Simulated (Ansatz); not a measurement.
Space group P4/mmm (No. 123). a = 3.214 Å, b = 3.214 Å, c = 3.174 Å, α = 90.00°, β = 90.00°, γ = 90.00°
```csv
atom,site,symmetry,x,y,z
Te,1d,4/mmm,0.5000,0.5000,0.5000
```

Equation of state of this Te structure (not necessarily the ground state), with shape and atoms relaxed at each volume where symmetry leaves them free. It has no gap at any of these volumes. All numbers below come from Ansatz, DFT PBE, scalar-relativistic, plane waves, PAW.

Settings: cutoff 420 eV, Γ-centred mesh 16×16×18 on the computed 1-atom cell, Gaussian smearing of 0.10 eV; no spin polarisation.

```
V (Å³/atom)  E − E(largest V) (meV/atom)  P (GPa)
     28.848                        51.27     8.63
     29.831                         7.00     5.90
     30.814                       -21.88     3.59
     31.798                       -37.78     1.65
     32.781                       -42.70     0.00
     33.765                       -38.34    -1.38
     34.748                       -26.19    -2.54
     36.059                         0.00    -3.80
```

**Question.** Fit a third-order Birch–Murnaghan equation, E = E0 + (9V0B0/16)·[(x − 1)³B0' + (x − 1)²(6 − 4x)] with x = (V0/V)^(2/3), to E(V).

**Answer.** V0 = 32.79 Å³/atom, B0 = 50 GPa, B0' = 4.6.

Spin-orbit coupling is left out, which matters for the bands of heavy elements.

The cell was found from a structure generator's guess, not taken from experiment.
